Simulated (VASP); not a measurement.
# CuO under changes of volume

One of the cells (11.442 Å³/atom); the others are scaled copies at fixed shape and fractional positions:

```
Cu O
1.0
     4.18849    0.00000    0.00000
     0.00000    4.18849    0.00000
     0.00000    0.00000    3.91339
Cu O
3 3
Direct
  0.50000 0.00000 0.50000
  0.00000 0.50000 0.50000
  0.00000 0.00000 0.00000
  0.00000 0.00000 0.50000
  0.50000 0.00000 0.00000
  0.00000 0.50000 0.00000
```

Measurements of this composition are mostly on another form, of space group No. 15.

| Property | Result |
| --- | --- |
| Program | VASP 6.6.1 |
| Functional | PBEsol |
| Potentials or basis | VASP PAW PBE potentials, release 64 (Cu, O) |
| Cutoff | 520 eV |
| k mesh | 7 × 7 × 7 |
| Occupations | fermi-dirac, width 0.05 eV |
| Spin | no spin polarisation |

```csv
volume (Å³/atom),energy over the lowest point (meV/atom),pressure (GPa)
10.545,4.68,5.1
10.769,0.00,1.3
10.994,?,?
11.442,13.40,-7.5
11.667,25.40,-9.9
11.891,40.46,-11.9
```

**Question.** What does the run at 10.994 Å³/atom give?

**Answer.** Energy over the lowest point 0.25 meV/atom; pressure -2.0 GPa.

Worked out: A Birch-Murnaghan fit of order 3 (a polynomial in V^(-2/3)) to the other rows has its minimum at 10.87 Å³/atom with B0 = V·E''(V) = 162 GPa and B' = 4.7 at fixed shape and positions, which overstates the stiffness. It gives 0.25 meV/atom at 10.994 Å³/atom, against the run's 0.25, and -dE/dV = -1.8 GPa, against -2.0.

Energies are extrapolated to zero smearing.

Caveats: the PAW data sets were made with another functional, which shifts forces and pressure a little; an odd number of electrons without spin polarisation forces a metal; a magnetic or distorted state may lie lower; the run has no spin polarisation, though such a crystal can be magnetic.
